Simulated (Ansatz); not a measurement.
Input, command and steps of an Ansatz relaxation.

```yaml
crystal:
  lattice:
    - [-3.2703283142, 3.447284577, 3.4473132618]
    - [3.2703283142, -3.447284577, 3.4473132618]
    - [3.2703283142, 3.447284577, -3.4473132618]
  atoms:
    - { symbol: Sn, position: [0.9999993208, 0.2499993208, 0.75] }
    - { symbol: Sn, position: [6.792e-07, 0.7500006792, 0.25] }
    - { symbol: Sn, position: [0.5, 0.5, 0.5] }
    - { symbol: Sn, position: [0.5, 0.0, 0.0] }
    - { symbol: O, position: [0.1934204951, 0.193421087, 0.5000005919] }
    - { symbol: O, position: [0.693424461, 0.7500021009, 0.9434223601] }
    - { symbol: O, position: [0.1934204951, 0.6934199032, 0.9999994081] }
    - { symbol: O, position: [0.3065797408, 0.7500021009, 0.5565776399] }
    - { symbol: O, position: [0.6934202592, 0.2499978991, 0.4434223601] }
    - { symbol: O, position: [0.306575539, 0.2499978991, 0.0565776399] }
    - { symbol: O, position: [0.8065795049, 0.3065800968, 5.919e-07] }
    - { symbol: O, position: [0.8065795049, 0.806578913, 0.4999994081] }
basis:
  ecutwfc: 420
kpoints:
  mp_grid: { grid: [6, 6, 6] }
hamiltonian:
  xc: pbe
scf:
  occupations: { method: gaussian, width: 0.02 }
output:
  forces: true
  stress: true
  eigenvalues: true
relax:
  adjacent_minimum: "off"
  f_tol: 0.01
  max_steps: 30
  cell: { stress_tol: 0.1, fix: [volume] }
```

```bash
ansatz run input.yaml --threads 2 --pin off --max-ram 5120MiB --backend cpu --events-out ev --progress --plain --runs-dir out
```

All numbers below come from DFT PBE, scalar-relativistic, plane waves, PAW in Ansatz.

The volume is held at 1.03 times that of the relaxed cell.

Of 5 frames 4 are shown, positions in Å and forces in eV/Å; the SCF threshold varies from step to step. Steps run on the plane waves of an earlier cell, with a Pulay correction in the pressure. The basis is chosen afresh for the last frame, the zero of the energies, and at times for earlier ones too; energy and pressure step there, also at an unchanged geometry.

```xyz
12
Lattice="-3.2703 3.4473 3.4473 3.2703 -3.4473 3.4473 3.2703 3.4473 -3.4473" Properties=species:S:1:pos:R:3:forces:R:3 pbc="T T T" step=1 free_energy_over_end_meV_per_atom=0.51 pressure_GPa=-4.98
Sn    0.0000    5.1709    1.7237    0.0000    0.0000    0.0000
Sn    3.2703   -1.7236    1.7237    0.0000    0.0000    0.0000
Sn    1.6352    1.7236    1.7237    0.0000    0.0000    0.0000
Sn   -1.6352    1.7236    1.7237    0.0000    0.0000    0.0000
O     1.6352    1.7236   -0.3901    0.0000    0.0000   -0.0990
O     3.2703    3.0572    1.7237    0.0000   -0.0993    0.0000
O     4.9055    1.7236   -0.3901    0.0000    0.0000   -0.0990
O     3.2703    0.3901    1.7237    0.0000    0.0993    0.0000
O     0.0000    3.0572    1.7237    0.0000   -0.0993    0.0000
O     0.0000    0.3901    1.7237    0.0000    0.0993    0.0000
O    -1.6352    1.7236    3.8374    0.0000    0.0000    0.0990
O     1.6352    1.7236    3.8374    0.0000    0.0000    0.0990
12
Lattice="-3.2580 3.4538 3.4538 3.2580 -3.4538 3.4538 3.2580 3.4538 -3.4538" Properties=species:S:1:pos:R:3:forces:R:3 pbc="T T T" step=2 free_energy_over_end_meV_per_atom=0.18 pressure_GPa=-4.78
Sn    0.0000    5.1807    1.7269    0.0000    0.0000    0.0000
Sn    3.2580   -1.7269    1.7269    0.0000    0.0000    0.0000
Sn    1.6290    1.7269    1.7269    0.0000    0.0000    0.0000
Sn   -1.6290    1.7269    1.7269    0.0000    0.0000    0.0000
O     1.6290    1.7269   -0.3913    0.0000    0.0000   -0.0883
O     3.2580    3.0625    1.7269    0.0000   -0.0884    0.0000
O     4.8870    1.7269   -0.3913    0.0000    0.0000   -0.0883
O     3.2580    0.3913    1.7269    0.0000    0.0884    0.0000
O     0.0000    3.0625    1.7269    0.0000   -0.0884    0.0000
O     0.0000    0.3913    1.7269    0.0000    0.0884    0.0000
O    -1.6290    1.7269    3.8451    0.0000    0.0000    0.0883
O     1.6290    1.7269    3.8451    0.0000    0.0000    0.0883
12
Lattice="-3.2539 3.4560 3.4560 3.2539 -3.4560 3.4560 3.2539 3.4560 -3.4560" Properties=species:S:1:pos:R:3:forces:R:3 pbc="T T T" step=3 free_energy_over_end_meV_per_atom=0.03 pressure_GPa=-4.52
Sn    0.0000    5.1840    1.7280    0.0000    0.0000    0.0000
Sn    3.2539   -1.7280    1.7280    0.0000    0.0000    0.0000
Sn    1.6270    1.7280    1.7280    0.0000    0.0000    0.0000
Sn   -1.6270    1.7280    1.7280    0.0000    0.0000    0.0000
O     1.6270    1.7280   -0.3978    0.0000    0.0000    0.0267
O     3.2539    3.0581    1.7280    0.0000    0.0267    0.0000
O     4.8809    1.7280   -0.3978    0.0000    0.0000    0.0267
O     3.2539    0.3978    1.7280    0.0000   -0.0267    0.0000
O     0.0000    3.0581    1.7280    0.0000    0.0267    0.0000
O     0.0000    0.3978    1.7280    0.0000   -0.0267    0.0000
O    -1.6270    1.7280    3.8538    0.0000    0.0000   -0.0267
O     1.6270    1.7280    3.8538    0.0000    0.0000   -0.0267
12
Lattice="-3.2536 3.4561 3.4561 3.2536 -3.4561 3.4561 3.2536 3.4561 -3.4561" Properties=species:S:1:pos:R:3:forces:R:3 pbc="T T T" step=5 free_energy_over_end_meV_per_atom=0.00 pressure_GPa=-4.56
Sn    0.0000    5.1842    1.7281    0.0000    0.0000    0.0000
Sn    3.2536   -1.7281    1.7281    0.0000    0.0000    0.0000
Sn    1.6268    1.7281    1.7281    0.0000    0.0000    0.0000
Sn   -1.6268    1.7281    1.7281    0.0000    0.0000    0.0000
O     1.6268    1.7281   -0.3964    0.0000    0.0000   -0.0005
O     3.2536    3.0598    1.7281    0.0000   -0.0004    0.0000
O     4.8804    1.7281   -0.3964    0.0000    0.0000   -0.0005
O     3.2536    0.3964    1.7281    0.0000    0.0004    0.0000
O     0.0000    3.0598    1.7281    0.0000   -0.0004    0.0000
O     0.0000    0.3964    1.7281    0.0000    0.0004    0.0000
O    -1.6268    1.7281    3.8525    0.0000    0.0000    0.0005
O     1.6268    1.7281    3.8525    0.0000    0.0000    0.0005
```

Time: 72 s on 2 threads of Arm Neoverse V1, with other jobs on the host, peak memory 0.66 GiB.